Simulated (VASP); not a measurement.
Wanted: the native input for a VASP 6.6.1 run.

```
Task                   : single point
Functional             : r2SCAN
Potentials or basis    : VASP PAW PBE potentials, release 64 (Rb_sv)
Cutoff                 : 520 eV
k mesh                 : 6 × 6 × 6
Occupations            : gaussian, width 0.15 eV
Spin                   : no spin polarisation
Dipole correction      : no
Further INCAR settings : ALGO = Normal; EDIFF = 1e-06; NBANDS = 10
```

Rb:

```
Rb
1.0
     0.00000    3.66399    3.66399
     3.66399    0.00000    3.66399
     3.66399    3.66399    0.00000
Rb
1
Direct
  0.00000 0.00000 0.00000
```

This isn't the form of Rb at room conditions, which is bcc.

These files were run (other wordings do the same):

POSCAR

```
Rb
1.0
    0.0000000000      3.6639909012      3.6639909012
    3.6639909012      0.0000000000      3.6639909012
    3.6639909012      3.6639909012      0.0000000000
Rb
1
Direct
    0.0000000000      0.0000000000      0.0000000000
```

INCAR.step1

```
SYSTEM = Rb
PREC = Accurate
ENCUT = 520
ISMEAR = 0
SIGMA = 0.15
LREAL = .FALSE.
LASPH = .TRUE.
NELM = 100
NBANDS = 10
GGA = PE
ALGO = Normal
EDIFF = 1E-4
LWAVE = .TRUE.
LCHARG = .FALSE.
```

INCAR.step2

```
SYSTEM = Rb
PREC = Accurate
ENCUT = 520
EDIFF = 1E-6
ISMEAR = 0
SIGMA = 0.15
LREAL = .FALSE.
LASPH = .TRUE.
NELM = 100
ALGO = Normal
ISIF = 2
LWAVE = .FALSE.
LCHARG = .FALSE.
METAGGA = R2SCAN
LMIXTAU = .TRUE.
NBANDS = 10
ISTART = 1
```

KPOINTS

```
Automatic mesh
0
G
  6 6 6
  0 0 0
```

Potentials or basis: VASP PAW PBE potentials, release 64 (Rb_sv).

The run is started by

```bash
$ cat potpaw_PBE.64/Rb_sv/POTCAR > POTCAR
$ cp INCAR.step1 INCAR
$ mpirun -np 1 vasp_std > vasp.out
$ cp INCAR.step2 INCAR
$ mpirun -np 1 vasp_std > vasp.out
```

Results of the run:

```yaml
Pressure: -0.1 GPa
Band_gap_on_the_k_mesh: none (metal or under the smearing width)
```

Caveat: the PAW data sets were made with another functional, which shifts forces and pressure a little.

It took 85 s on 1 thread of Intel(R) Xeon(R) Platinum 8259CL CPU @ 2.50GHz (Skylake/Cascade Lake), on a shared host, peak memory 0.25 GiB.
